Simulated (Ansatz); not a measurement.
Runs of Ansatz 0.2.0 on InSe. It takes space group R3m (No. 160, trigonal). The conventional cell has a = 4.000 Å, b = 4.000 Å, c = 25.320 Å, α = 90.00°, β = 90.00°, γ = 120.00°. In (site symmetry 3m) is surrounded by 3 Se at 2.63 Å and 1 In at 2.82 Å. Around In (site symmetry 3m) lie 3 Se at 2.64 Å and 1 In at 2.82 Å. Se (site symmetry 3m) is surrounded by 3 In at 2.63 Å. Around Se (site symmetry 3m) lie 3 In at 2.64 Å. 

```tsv
task	level	spin	cell	cutoff (eV)	points for each segment of the path	gap on the mesh (eV)	pressure (GPa)	relaxed volume (Å³/atom)	largest force (eV/Å)
relaxation of cell and atoms	RPBE+D3(BJ)	off	relaxed	420	-	0.71	0.0	(a)	-
band structure	m-r2SCAN	off	as given	500	14	0.87	(b)	-	0.24
relaxation of cell and atoms	BLYP+D4	off	relaxed	420	-	-	0.0	29.70	-
band structure	LDA	SOC, no magnetisation	as given	420	14	0.19	-1.5	-	0.24
```

Alike in all rows: potentials or basis Ansatz PAW; k mesh 8 × 8 × 8; smearing fermi-dirac 0.05 eV.

**Question.** Fill in the values left out.

**Answer.** (a) 23.65; (b) 1.1.

Caveats: the PAW data sets come from PBE, with cores solved anew for the run's functional, which leaves a small shift of forces and pressure; the plane-wave basis is chosen anew once the cell has moved, so the energies of steps on either side of that aren't comparable (some runs); spin-orbit coupling is left out, which moves the levels of the heavy elements (some runs); the volume moved by over 15 % at a fixed basis, so the end points are rough (some runs); the volume moved by -19 % from the deposited cell, more than functionals usually miss (some runs).

A k mesh can miss the band edges, and rows without SOC leave out spin-orbit coupling on In, Se.

Runs at the PBE level aren't shown here.
